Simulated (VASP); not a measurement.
## VASP 6.6.1 run: RbBr

INCAR

```
NBANDS = 15
LCHARG = .FALSE.
LREAL = .FALSE.
GGA = PE
EDIFF = 1E-7
ENCUT = 520
SIGMA = 0.02
NSW = 0
PREC = Accurate
ISMEAR = -1
IBRION = -1
LASPH = .TRUE.
ISIF = 2
NELM = 90
ISYM = 3
LWAVE = .FALSE.
```

KPOINTS

```
KPOINTS created by Atomic Simulation Environment
0
Gamma
6 6 6
0 0 0
```

POSCAR

```
Rb Br
 1.0000000000000000
     0.0000000000000000    4.0242767392000003    4.0242767392000003
     4.0242767392000003    0.0000000000000000    4.0242767392000003
     4.0242767392000003    4.0242767392000003    0.0000000000000000
 Rb  Br
   1   1
Cartesian
  0.0000000000000000  0.0000000000000000  0.0000000000000000
  2.0121383695999997  2.0121383695999997  2.0121383695999997
```

The recommended PBE PAW datasets give the neutral cell 16 valence electrons.

Command

```
mpirun -np 1 vasp_std
```

**Question.** How does this run end, and what does it give?

**Answer.** VASP stopped with an error.

OSZICAR

```
N       E                     dE             d eps       ncg     rms          rms(c)
DAV:   1     0.961749969246E+02    0.96175E+02   -0.60057E+03   480   0.858E+02
DAV:   2     0.352952875113E+01   -0.92645E+02   -0.83823E+02   643   0.156E+02
DAV:   3    -0.603847058841E+01   -0.95680E+01   -0.95319E+01   662   0.529E+01
DAV:   4    -0.634902810444E+01   -0.31056E+00   -0.31049E+00   737   0.934E+00
DAV:   5    -0.635099271372E+01   -0.19646E-02   -0.19646E-02   669   0.782E-01
```

Standard output (part)

```
POSCAR found type information on POSCAR RbBr
 POSCAR found :  2 types and       2 ions
 LDA part: xc-table for (Slater+PW92), standard interpolation
 POSCAR, INCAR and KPOINTS ok, starting setup
 WAVECAR not read
 entering main loop
|                     _     ____    _    _    _____     _                     |
|                    | |   | |_) | | |  | | | |  __    | |                    |
|                    |_|   |  _ <  | |  | | | | |_ |   |_|                    |
|                     _    | |_) | | |__| | | |__| |    _                     |
|     internal error in CHECK_FULL_KPOINTS: KPOINTS_FULL not properly         |
|     initialised                                                             |
|     If you are not a developer, you should not encounter this problem.      |
|     Please submit a bug report.                                             |
```
